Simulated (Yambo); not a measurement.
# C (Fd-3m) in Yambo: notebook, part 2 of 2

Yambo 5.3.0. Earlier steps stand in the parts before.

## 4. G0W0 quasiparticle levels, PBE

File g0w07.in:

```
gw0
dyson
el_el_corr
rim_cut
HF_and_locXC
ppa
em1d
RandQpts= 1000000
RandGvec= 50 RL
EXXRLvcs= 82 Ry
VXCRLvcs= 82 Ry
Chimod= "HARTREE"
% BndsRnXp
 1 | 104 |
%
NGsBlkXp= 12 Ry
% LongDrXp
 1 | 1 | 1 |
%
PPAPntXp= 27.21138 eV
% GbndRnge
 1 | 104 |
%
GTermKind= "none"
DysSolver= "n"
ExtendOut
% QPkrange
 1 | 16 | 3 | 6 |
%
```

File scf.in:

```
&CONTROL
  calculation = 'scf'
  prefix = 'pwscf'
  outdir = './tmp'
  pseudo_dir = './pseudo'
/
&SYSTEM
  ibrav = 0
  A = 2.52206604
  nat = 2
  ntyp = 1
  ecutwfc = 82
  nbnd = 9
  occupations = 'smearing'
  smearing = 'fd'
  degauss = 0.00367493
  force_symmorphic = .true.
/
&ELECTRONS
  conv_thr = 4d-10
  electron_maxstep = 120
  mixing_beta = 0.5
/
ATOMIC_SPECIES
C     12.0110 C.upf
CELL_PARAMETERS alat
   0.0000000000    0.7071067814    0.7071067814
   0.7071067814    0.0000000000    0.7071067814
   0.7071067814    0.7071067814    0.0000000000
ATOMIC_POSITIONS alat
C      1.0606601721    1.0606601721    1.0606601721
C      0.7071067814    0.7071067814    0.7071067814
K_POINTS automatic
12 12 12 0 0 0
```

File nscf.in:

```
&CONTROL
  calculation = 'nscf'
  prefix = 'pwscf'
  outdir = './tmp'
  pseudo_dir = './pseudo'
/
&SYSTEM
  ibrav = 0
  A = 2.52206604
  nat = 2
  ntyp = 1
  ecutwfc = 82
  nbnd = 104
  occupations = 'fixed'
  force_symmorphic = .true.
/
&ELECTRONS
  conv_thr = 1d-08
  diago_full_acc = .true.
  diago_thr_init = 1d-06
/
ATOMIC_SPECIES
C     12.0110 C.upf
CELL_PARAMETERS alat
   0.0000000000    0.7071067814    0.7071067814
   0.7071067814    0.0000000000    0.7071067814
   0.7071067814    0.7071067814    0.0000000000
ATOMIC_POSITIONS alat
C      1.0606601721    1.0606601721    1.0606601721
C      0.7071067814    0.7071067814    0.7071067814
K_POINTS automatic
6 6 6 0 0 0
```

Potentials or basis: PseudoDojo 0.4.1 SR PBE standard.

The run is started by

```
$ OMP_NUM_THREADS=1 pw.x -in scf.in > scf.out
$ OMP_NUM_THREADS=1 pw.x -in nscf.in > nscf.out
$ cd tmp/pwscf.save; p2y; mv SAVE ../..; cd ../..
$ OMP_NUM_THREADS=1 yambo
$ mkdir -p g0w07; ln -s $PWD/g0w00/ndb.pp* g0w07/
$ mkdir -p g0w07; ln -s $PWD/g0w00/ndb.RIM g0w07/
$ OMP_NUM_THREADS=1 yambo -F g0w07.in -J g0w07 -C g0w07_out
```

Yambo's report:

```text
[... sections 02.01 to 02.04 as in the set-up run ...]

  [02.05] Energies & Occupations
  ==============================

  [X] === General ===
  [X] Electronic Temperature                        :  0.000000  0.000000 [eV K]
  [X] Bosonic    Temperature                        :  0.000000  0.000000 [eV K]
  [X] Finite Temperature mode                       : no
  [X] El. density                                   :  0.70524E+24 [cm-3]
  [X] Fermi Level                                   :  13.35883 [eV]

  [X] === Gaps and Widths ===
  [X] Conduction Band Min                           :  4.206416 [eV]
  [X] Valence Band Max                              :  0.000000 [eV]
  [X] Filled Bands                                  :   4
  [X] Empty Bands                                   :    5  104
  [X] Direct Gap                                    :  5.624412 [eV]
  [X] Direct Gap localized at k                     :  1
  [X] Indirect Gap                                  :  4.206416 [eV]
  [X] Indirect Gap between kpts                     :   1  10
  [X] Last valence band width                       :  7.821636 [eV]
  [X] 1st conduction band width                     :  4.645433 [eV]

 [03] Transferred momenta grid and indexing
 ==========================================

 IBZ Q-points                                      :  16
 BZ  Q-points                                      :  216

[... 396 lines left out ...]
   B=5 Eo=  8.28 E=  9.02 E-Eo=  0.74 Re(Z)=0.83 Im(Z)=-0.775840E-3 nlXC= -7.82293 lXC= -14.3056 So= -5.59478
   B=6 Eo=  8.28 E=  9.02 E-Eo=  0.74 Re(Z)=0.83 Im(Z)=-0.775843E-3 nlXC= -7.82293 lXC= -14.3052 So= -5.59478

  [WR./g0w07//ndb.QP]-------------------------------------------------------------
   Lattice constants                                :  3.370081  3.370081  3.370081
   Coulomb cutoff potential                         : none
   Electronic Temperature                           :  0.000000 [K]
   Bosonic    Temperature                           :  0.000000 [K]
   Green`s function   energies                      : Perdew, Burke & Ernzerhof(X)+Perdew, Burke & Ernzerhof(C)
   wavefunctions                                    : Perdew, Burke & Ernzerhof(X)+Perdew, Burke & Ernzerhof(C)
   PPA    diel. fun.  energies                      : Perdew, Burke & Ernzerhof(X)+Perdew, Burke & Ernzerhof(C)
   wavefunctions                                    : Perdew, Burke & Ernzerhof(X)+Perdew, Burke & Ernzerhof(C)
   QP tot states                                    :   64
   GW solver                                        : Newton
   GW approximation                                 : PPA
   PPA imaginary Energy                             :  27.21138 ev
   RIM G`s                                          :   51
   RIM random pts                                   :  1000000
   dS/dw steps                                      :  2
   dS/dw step                                       :  0.100000 ev
   X G`s                                            :   65 used
   X G`s                                            :   65 disk
   X bands                                          :    1  104
   X poles                                          :  100.0000 o/o
   X e/h E range                                    : -1.000000 -1.000000 ev
   X Hxc Kernel                                     : HARTREE
   X BZ energy Double Grid                          : no
   X Optical Averaged directions                    : none
   Sc/G bands                                       :    1  104
   Sc/G damping                                     :  0.100000 ev
   Sc bands terminator                              : no
   Sx RL components                                 :   965

   QP @ state[ 1 ] K range                          :   1  16
   QP @ state[ 1 ] b range                          :   3   6
   GF energies kind                                 : Perdew, Burke & Ernzerhof(X)+Perdew, Burke & Ernzerhof(C)
   GF WF`s kind                                     : Perdew, Burke & Ernzerhof(X)+Perdew, Burke & Ernzerhof(C)
   Xs energies kind                                 : Perdew, Burke & Ernzerhof(X)+Perdew, Burke & Ernzerhof(C)
   Xs WF`s kind                                     : Perdew, Burke & Ernzerhof(X)+Perdew, Burke & Ernzerhof(C)
```

Results:

```yaml
Band_gap_on_the_k_mesh_mean-field_level: 4.21 eV, indirect (least direct gap 5.62 eV)
Quasiparticle_gap: 5.49 eV
Least_direct_quasiparticle_gap: 7.34 eV
Quasiparticle_gap_at_Γ: 7.34 eV
Band_gap_of_the_same_states_before_the_correction: 4.21 eV
```

Quasiparticle terms (eV):
| k point | band | Kohn-Sham level | Vxc | Σx | Σc | Z | result |
| --- | --- | --- | --- | --- | --- | --- | --- |
| (0.000, 0.000, 0.000) | 3 | 0.00 | -16.96 | -19.29 | 1.47 | 0.83 | -0.72 |
| (0.000, 0.000, 0.000) | 4 | 0.00 | -16.96 | -19.29 | 1.47 | 0.83 | -0.72 |
| (0.000, 0.000, 0.000) | 5 | 5.62 | -15.64 | -9.59 | -4.84 | 0.83 | 6.62 |
| (0.000, 0.000, 0.000) | 6 | 5.62 | -15.64 | -9.59 | -4.84 | 0.83 | 6.62 |
| (0.000, 0.000, 0.167) | 3 | -1.03 | -16.73 | -19.38 | 1.73 | 0.83 | -1.79 |
| (0.000, 0.000, 0.167) | 4 | -1.03 | -16.73 | -19.38 | 1.73 | 0.83 | -1.79 |
| (0.000, 0.000, 0.167) | 5 | 6.97 | -15.85 | -9.35 | -5.21 | 0.83 | 8.03 |
| (0.000, 0.000, 0.167) | 6 | 6.97 | -15.85 | -9.35 | -5.21 | 0.83 | 8.03 |
| (0.000, 0.000, 0.333) | 3 | -2.33 | -16.59 | -19.85 | 2.20 | 0.82 | -3.20 |
| (0.000, 0.000, 0.333) | 4 | -2.33 | -16.59 | -19.85 | 2.20 | 0.82 | -3.20 |
| (0.000, 0.000, 0.333) | 5 | 8.32 | -15.58 | -8.60 | -5.64 | 0.82 | 9.42 |
| (0.000, 0.000, 0.333) | 6 | 8.32 | -15.58 | -8.60 | -5.64 | 0.82 | 9.42 |
| (0.000, 0.000, -0.500) | 3 | -2.81 | -16.57 | -20.07 | 2.39 | 0.82 | -3.72 |
| (0.000, 0.000, -0.500) | 4 | -2.81 | -16.57 | -20.07 | 2.39 | 0.82 | -3.72 |
| (0.000, 0.000, -0.500) | 5 | 8.52 | -15.25 | -8.29 | -5.66 | 0.83 | 9.59 |
| (0.000, 0.000, -0.500) | 6 | 8.52 | -15.25 | -8.29 | -5.66 | 0.83 | 9.59 |
| (0.000, 0.167, 0.167) | 3 | -2.58 | -16.34 | -19.51 | 2.13 | 0.83 | -3.43 |
| (0.000, 0.167, 0.167) | 4 | -2.24 | -16.80 | -20.23 | 2.24 | 0.82 | -3.22 |
| (0.000, 0.167, 0.167) | 5 | 4.97 | -15.11 | -9.37 | -4.76 | 0.83 | 5.78 |
| (0.000, 0.167, 0.167) | 6 | 9.06 | -16.27 | -9.09 | -5.76 | 0.82 | 10.22 |

Caveat: the k mesh is coarse (spacing up to 0.51 Å⁻¹), so the values aren't converged; this version prints the column dSc/dw multiplied by 27.2. A k mesh can miss the band edges.
